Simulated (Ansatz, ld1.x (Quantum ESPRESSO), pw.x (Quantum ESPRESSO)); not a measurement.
**From atom to crystal: TM potential for selenium (Se)**

```json
{
  "Element": "selenium",
  "Generator": "ld1.x (Quantum ESPRESSO) 7.5",
  "Type": "norm-conserving Troullier–Martins (Kleinman–Bylander form)",
  "Functional": "PBE",
  "Relativity": "scalar-relativistic",
  "Frozen core": "[Ar] 3d10",
  "Valence charge": "6",
  "Reference configuration": "4s1.75 4p4.25",
  "Partial waves": "4s (bound): rc 1.65 bohr; 4p (bound): rc 1.35 bohr; 4d channel at 0.25 Ry: rc 1.70 bohr",
  "Local potential": "all-electron potential smoothed inside 1.50 bohr (lloc = -2)",
  "Core correction": "Bessel-smoothed model core inside 0.80 bohr"
}
```

Atomic tests: cutoffs needed: 55 Ry and 110 Ry (the cutoffs (Ry, on a coarse ladder) from which the occupation-weighted sum of valence levels, in a spherical-Bessel basis at the reference potential, stays within 10 and 1 mRy of its value at 400 Ry); ghost test: no extra level below or beside the all-electron valence levels (s, p, d, f tested) (spherical-Bessel basis up to 400 Ry, 20 bohr box); largest excitation error: -116 meV (all-electron minus pseudo) for 4s2 4p0, out of 7 test configurations.

Crystal test: fcc Se in pw.x 7.5, no spin, 13³ k-points, Fermi–Dirac smearing 0.01 Ry, cutoffs 135/540 Ry. The reference is all-electron LAPW (Ansatz 0.2.0) with the same functional, mesh and smearing; V0 and B0 come from Birch–Murnaghan fits to the pressures at five volumes. Errors are pseudo minus all-electron; Δ is the rms difference of the E(V) curves that follow from these fits, minima aligned, over ±6 % about the mean V0. Mesh and smearing are coarse, so the numbers serve the comparison and aren't converged zero-temperature values; the lattice is a test structure that the element need not adopt.

All-electron: a0 = 4.342 Å (V0 = 20.47 Å³/atom), B0 = 67.6 GPa.

How far does the potential miss the all-electron equation of state?

mean pressure error (GPa): -0.47; a0 (Å): 4.332; a0 error (%): -0.23; B0 error (%): +1.1; Δ (meV/atom): 2.1.

| V (Å³/atom) | P all-electron (GPa) | P pseudo (GPa) |
| --- | --- | --- |
| 19.394 | 4.12 | 3.58 |
| 19.905 | 2.01 | 1.51 |
| 20.415 | 0.17 | -0.29 |
| 20.925 | -1.43 | -1.86 |
| 21.436 | -2.81 | -3.21 |

At the middle volume, how do free energy and pressure move when the wave cutoff is lowered (ecutrho kept at four times it)?

```tsv
cutoff (Ry)	shift of F (meV/atom)	shift of P (GPa)
61	+38.8	-1.37
81	+29.9	-0.09
108	+1.4	-0.12
```

The run at the middle volume (84 k-points, 5 iterations) took about 26 s on one core of a shared host (AMD EPYC 9R14, 192 threads, 1480 GiB, load 61).
